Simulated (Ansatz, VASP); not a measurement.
## One calculation of ZnCu, two programs

```
CELL_PARAMETERS angstrom
2.92055 0.00000 0.00000
0.00000 2.92055 0.00000
0.00000 0.00000 2.92055
ATOMIC_POSITIONS crystal
Zn 0.50000 0.50000 0.50000
Cu 0.00000 0.00000 0.00000
```

Alike in both runs: task relaxation of cell and atoms; functional PBE; k mesh 6 × 6 × 6; occupations gaussian, width 0.1 eV; no spin polarisation.

|  | VASP | Ansatz |
| --- | --- | --- |
| version | VASP 6.6.1 | Ansatz 0.2.0 |
| potentials or method | VASP PAW PBE potentials, release 64 (Zn, Cu) | scalar-relativistic, plane waves, PAW |
| plane-wave cutoff (eV) | 600 | 420 |
| valence electrons in the cell | 23 | 31 |

```tsv
	VASP	Ansatz	Ansatz less VASP
gap on the k mesh at the Fermi level, each at its own relaxed structure (eV)	none	none	-
relaxed volume (Å³/atom)	13.47	13.07	-0.399
relaxed cell length with the largest relative difference (Å)	2.997	2.968	-0.0299
energy change over the relaxation (meV/atom)	-12	-12	+0.1
```

A gap of «none» marks a metal or a gap that the smearing closes. The two sets of potentials don't hold the same shells in valence.
